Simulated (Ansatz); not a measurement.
A run of Ansatz 0.2.0 is set up as follows.

input.yaml

```yaml
crystal:
  lattice:
    - [3.232, 0.0, 0.0]
    - [-1.616, 2.798994105, 0.0]
    - [0.0, 0.0, 5.147]
  atoms:
    - { symbol: Zr, position: [0.6666666667, 0.3333333333, 0.75] }
    - { symbol: Zr, position: [0.3333333333, 0.6666666667, 0.25] }
hamiltonian:
  xc: pbesol
  pseudopotentials: { kind: paw }
  dispersion: d3bj
kpoints:
  mp_grid: { grid: [9, 9, 5] }
scf:
  occupations: { method: fermi_dirac, width: 0.05 }
output:
  forces: true
  stress: true
relax:
  f_tol: 0.01
  max_steps: 40
  cell: { stress_tol: 0.05 }
```

Potentials or basis: Ansatz PAW.

The run is started by

```bash
$ ansatz run input.yaml --threads 2 --pin off --max-ram 5632MiB --backend cpu --events-out ev --progress --plain --runs-dir out
```

What does it give for the relaxed cell?

a = 3.130 Å, b = 3.130 Å, c = 5.065 Å, α = 90.00°, β = 90.00°, γ = 120.00°.

Estimate the relaxed volume.

21.49 Å³/atom.

Final structure:
```xyz
2
Lattice="3.1300 0.0000 0.0000 -1.5650 2.7106 0.0000 0.0000 0.0000 5.0654" Properties=species:S:1:pos:R:3 pbc="T T T"
Zr    1.5650    0.9035    3.7991
Zr    0.0000    1.8071    1.2664
```

Caveat: the PAW data sets come from PBE, with cores solved anew for the run's functional, which leaves a small shift of forces and pressure.
